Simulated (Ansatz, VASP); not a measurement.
One calculation of TaN, two programs

INCAR

```
SYSTEM = TaN
ALGO = Normal ; EDIFF = 1E-7
ENCUT = 520 ; GGA = PS
ISIF = 2 ; ISMEAR = 0
ISPIN = 2 ; LASPH = .True.
LCHARG = .False. ; LDAU = .True.
LDAUJ = 0.9 0 ; LDAUL = 2 -1
LDAUPRINT = 1 ; LDAUTYPE = 1
LDAUU = 2 0 ; LMAXMIX = 4
LORBIT = 11 ; LREAL = .False.
LWAVE = .False. ; MAGMOM = 2 2 2 0 0 0
NBANDS = 37 ; NELM = 150
PREC = Accurate ; SIGMA = 0.05
```

Contents of KPOINTS:

```
k-points
0
Gamma
  4 4 6
  0 0 0
```

Contents of POSCAR:

```
TaN
1.0
    5.1960001500      0.0000000000      0.0000000000
   -2.5980000800      4.4998681300      0.0000000000
    0.0000000000      0.0000000000      2.9109996000
Ta N
3 3
Direct
    0.3333333333      0.6666666667      0.5000000000
    0.6666666667      0.3333333333      0.5000000000
    0.0000000000      0.0000000000      0.0000000000
    0.3928500000      0.0000000000      0.0000000000
    0.6071500000      0.6071500000      0.0000000000
    0.0000000000      0.3928500000      0.0000000000
```

Input for Ansatz:

```yaml
crystal:
  lattice:
    - [5.19600015, 0.0, 0.0]
    - [-2.59800008, 4.49986813, 0.0]
    - [0.0, 0.0, 2.9109996]
  atoms:
    - { symbol: Ta, position: [0.3333333333, 0.6666666667, 0.5], spin: 2.0 }
    - { symbol: Ta, position: [0.6666666667, 0.3333333333, 0.5], spin: 2.0 }
    - { symbol: Ta, position: [0.0, 0.0, 0.0], spin: 2.0 }
    - { symbol: "N", position: [0.39285, 0.0, 0.0] }
    - { symbol: "N", position: [0.60715, 0.60715, 0.0] }
    - { symbol: "N", position: [0.0, 0.39285, 0.0] }
basis:
  ecutwfc: 420
  ecutrho_ratio: 4
kpoints:
  mp_grid: { grid: [4, 4, 6] }
hamiltonian:
  xc: pbesol
  hubbard:
    sites:
      - { site: 0, l: d, u: 2.0, j: 0.9 }
      - { site: 1, l: d, u: 2.0, j: 0.9 }
      - { site: 2, l: d, u: 2.0, j: 0.9 }
scf:
  occupations: { method: gaussian, width: 0.05 }
  lower_state_search: "off"
  max_iter: 150
output:
  forces: true
  stress: true
  eigenvalues: true
  populations: true
  hubbard: { sites: [{ site: 0, l: d }, { site: 1, l: d }, { site: 2, l: d }] }
magnetization:
  spin_polarized: true
```

Alike in both runs: task single point; functional PBEsol; k mesh 4 × 4 × 6; occupations gaussian, width 0.05 eV; collinear spin; Hubbard terms Ta d U = 2.0 eV, J = 0.9 eV.

|  | VASP | Ansatz |
| --- | --- | --- |
| version | VASP 6.6.1 | Ansatz 0.2.0 |
| potentials or method | VASP PAW PBE potentials, release 64 (Ta_pv, N) | scalar-relativistic, plane waves, PAW |
| plane-wave cutoff (eV) | 520 | 420 |
| valence electrons in the cell | 48 | 54 |

VASP gave:

- gap on the k mesh at the Fermi level (eV): none
- pressure (GPa): 0.4
- largest component of the traceless stress (GPa): 0.28
- rms of the force components (eV/Å): 0.032
- net moment per atom (μB): 0.00

Q: Which values does Ansatz return?

A: gap on the k mesh at the Fermi level (eV): none; pressure (GPa): -2.8; largest component of the traceless stress (GPa): 0.41; rms of the force components (eV/Å): 0.006; net moment per atom (μB): 0.00.

The programs project onto different local orbitals, so the same U acts differently. Atom by atom the forces differ by 0.038 eV/Å (rms over components). A gap of «none» marks a metal or a gap that the smearing closes. The two sets of potentials don't hold the same shells in valence. Ansatz warned: «filled_band_counts_differ_across_k_points».

Caveats: the PAW data sets were made with another functional, which shifts forces and pressure a little (VASP). The runs have no spin-orbit coupling, so splittings on Ta are missing. The state reached can hang on the start; a lower one may exist.
